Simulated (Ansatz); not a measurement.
An input for Ansatz 0.2.0 (TiCo):

Contents of input.yaml:

```yaml
crystal:
  lattice: { a: 2.98611099, b: 2.98611099, c: 2.98611099, alpha: 90.0, beta: 90.0, gamma: 90.0 }
  space_group: 221
  reduce_to_primitive: true
  atoms:
    - { symbol: Co, wyckoff: "1b", position: [0.5, 0.5, 0.5], spin: 2.0 }
    - { symbol: Ti, wyckoff: "1a", position: [0.0, 0.0, 0.0], spin: 1.0 }
hamiltonian:
  xc: r2scan
  pseudopotentials:
    kind: nc
    accuracy: standard
    azcp: { Co: Co_ONCV_PBE-1.2.nc.azcp, Ti: Ti_ONCV_PBE-1.2.nc.azcp }
  dispersion: d3bj
  hubbard:
    sites:
      - { species: Co, l: d, u_eff: 3.5 }
      - { species: Ti, l: d, u_eff: 4.5 }
    projectors: ortho-atomic
magnetization:
  spin_polarized: true
kpoints:
  mp_grid: { grid: [9, 9, 9] }
scf:
  occupations: { method: fermi_dirac, width: 0.025 }
  n_extra_bands: 6
output:
  forces: true
  stress: true
  eigenvalues: true
  dos: { projected: false, de: 0.05, nscf_kmesh: { grid: [14, 14, 14] } }
```

Potentials or basis: SG15 NC.

Run with:

```sh
$ ansatz run input.yaml --threads 2 --pin off --max-ram 5120MiB --backend cpu --events-out ev --progress --plain --runs-dir out
```

Question: How does this run end?

Answer: The run stopped without a result. It printed:

Output:

```text
Error: inconsistent input (hamiltonian.hubbard.sites[].l, hamiltonian.hubbard.sites[].shell): hamiltonian.hubbard: the Co pseudopotential carries no l=2 pseudo-atomic shell — pick an l its table provides
```
